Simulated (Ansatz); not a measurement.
Crystal: CdS (Greenockite).

```
Cd S
1.0
     4.15000    0.00000    0.00000
    -2.07500    3.59401    0.00000
     0.00000    0.00000    6.73700
Cd S
2 2
Direct
  0.66667 0.33333 0.50000
  0.33333 0.66667 0.00000
  0.66667 0.33333 0.87500
  0.33333 0.66667 0.37500
```

Base run:

```yaml
Program: Ansatz 0.2.0
Functional: LDA
Potentials_or_basis: all-electron LAPW, scalar-relativistic
Cutoff: 227 eV (chosen from the basis error)
Basis_error_allowed: 0.002 eV/atom
k_mesh: 7 × 7 × 4
Occupations: fermi-dirac, width 0.05 eV
Spin: no spin polarisation
```

Its results: band gap on the k mesh 0.91 eV, direct; pressure -3.1 GPa; largest force 0.061 eV/Å.

Problem. The run is repeated on the same cell with these changes: functional from LDA to PBEsol. What comes out?

Solution. Band gap on the k mesh 1.06 eV, direct; pressure -1.0 GPa; largest force 0.065 eV/Å.

PBEsol binds less tightly than LDA, so the same cell stands under more pressure.
